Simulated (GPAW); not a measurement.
Set up this calculation in GPAW 26.7.0, as an ASE script.

```
Task                : equation of state
Functional          : LDA
Potentials or basis : the program's PAW data sets (release 1.2.1) made for this functional
Cutoff              : 600 eV
Basis               : pw
k mesh              : 9 × 9 × 5
Occupations         : gaussian, width 0.05 eV
Spin                : no spin polarisation
Maxiter             : 150
Eos scales          : [0.94, 0.96, 0.98, 1.0, 1.02, 1.04, 1.06]
```

The structure of Sc lies in POSCAR:

```
Sc
1.0
    3.3090000000      0.0000000000      0.0000000000
   -1.6545000000      2.8656780611      0.0000000000
    0.0000000000      0.0000000000      5.2733000000
Sc
2
Direct
    0.6666666667      0.3333333333      0.7500000000
    0.3333333333      0.6666666667      0.2500000000
```

These files were run (other wordings do the same):

run.py

```python
from ase.eos import EquationOfState
from ase.io import Trajectory, read
from ase.units import GPa
from gpaw import GPAW, PW

atoms = read('POSCAR')

traj = Trajectory('eos.traj', 'w')
volumes, energies = [], []
for x in [0.94, 0.96, 0.98, 1.0, 1.02, 1.04, 1.06]:
    a = atoms.copy()
    a.set_cell(atoms.cell * x**(1 / 3), scale_atoms=True)
    calc = GPAW(mode=PW(600),
                xc='LDA',
                kpts={'size': (9, 9, 5), 'gamma': True},
                occupations={'name': 'methfessel-paxton', 'order': 0, 'width': 0.05},
                nbands=23,
                convergence={'density': 1e-05, 'energy': 1e-05},
                maxiter=150,
                txt=f'eos-{x:.2f}.txt')
    a.calc = calc
    energies.append(a.get_potential_energy(force_consistent=True))
    volumes.append(a.get_volume())
    p = -a.get_stress()[:3].mean() / GPa
    calc.write(f'eos-{x:.2f}.gpw')
    traj.write(a)
    print(f'{x:.2f} {volumes[-1]:10.4f} A^3 {energies[-1]:14.6f} eV {p:9.3f} GPa', flush=True)

v0, e0, B = EquationOfState(volumes, energies, eos='birchmurnaghan').fit()
print(f'V0 = {v0:.4f} A^3, E0 = {e0:.6f} eV, B0 = {B / GPa:.2f} GPa')
```

Potentials or basis: the program's PAW data sets (release 1.2.1) made for this functional, pw.

Run with:

```bash
$ OMP_NUM_THREADS=1 python run.py
```

Results of the run:

- Equilibrium volume: 22.56 Å³/atom (rough: see the caveat)
- Bulk modulus at fixed shape and positions: 61 GPa (rough)

Caveat: the minimum lies outside the volumes run; the cell was scaled at fixed shape and fractional positions, which overstates the stiffness of a crystal with free parameters, most of all of layers and chains.

Wall time 5.1 min on 1 thread of Arm Neoverse N1, on a shared host, peak memory 0.32 GiB.
